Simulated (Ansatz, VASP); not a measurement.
**Two plane-wave programs on AlN**

File POSCAR:

```
AlN
1.0
    0.0000000000      2.1839935596      2.1839935596
    2.1839935596      0.0000000000      2.1839935596
    2.1839935596      2.1839935596      0.0000000000
Al N
1 1
Direct
    0.0000000000      0.0000000000      0.0000000000
    0.7500000000      0.7500000000      0.7500000000
```

The input INCAR.step1:

```
ALGO = Normal
EDIFF = 1E-4
ENCUT = 520
GGA = PE
ISMEAR = 0
LASPH = T
LCHARG = F
LREAL = F
LWAVE = T
NBANDS = 11
NELM = 80
PREC = Accurate
SIGMA = 0.05
```

File INCAR.step2:

```
ALGO = Normal
EDIFF = 1E-7
ENCUT = 520
ISIF = 2
ISMEAR = 0
ISTART = 1
LASPH = T
LCHARG = F
LMIXTAU = T
LREAL = F
LWAVE = F
METAGGA = R2SCAN
NBANDS = 11
NELM = 80
PREC = Accurate
SIGMA = 0.05
```

Contents of KPOINTS:

```
k-points
0
Gamma
  10 10 10
```

Input for Ansatz:

```yaml
crystal:
  lattice:
    - [0.0, 2.1839935596, 2.1839935596]
    - [2.1839935596, 0.0, 2.1839935596]
    - [2.1839935596, 2.1839935596, 0.0]
  atoms:
    - { symbol: Al, position: [0.0, 0.0, 0.0] }
    - { symbol: "N", position: [0.75, 0.75, 0.75] }
basis:
  ecutwfc: 500
kpoints:
  mp_grid: { grid: [10, 10, 10] }
hamiltonian:
  xc: r2scan
scf:
  occupations: { method: gaussian, width: 0.05 }
output:
  forces: true
  stress: true
  eigenvalues: true
```

Measurements of this composition are mostly on another form, of space group No. 186.

Alike in both runs: task single point; functional r2SCAN; k mesh 10 × 10 × 10; occupations gaussian, width 0.05 eV; no spin polarisation.

```csv
,VASP,Ansatz
version,VASP 6.6.1,Ansatz 0.2.0
potentials or method,"VASP PAW PBE potentials, release 64 (Al, N)","scalar-relativistic, plane waves, PAW"
plane-wave cutoff (eV),520,500
valence electrons in the cell,8,8
```

```csv
,VASP,Ansatz,Ansatz less VASP
gap on the k mesh at the Fermi level (eV),3.93,3.94,+0.007
least direct gap on the mesh (eV),4.89,4.85,-0.039
pressure (GPa),-0.1,0.3,+0.39
```

The functional is the same, so the differences come from potentials, cutoffs and numerics.

Caveats: the PAW data sets were made with another functional, which shifts forces and pressure a little (VASP). r2SCAN opens gaps a little over a GGA but as a rule still falls short of measured ones. A k mesh can miss the band edges.
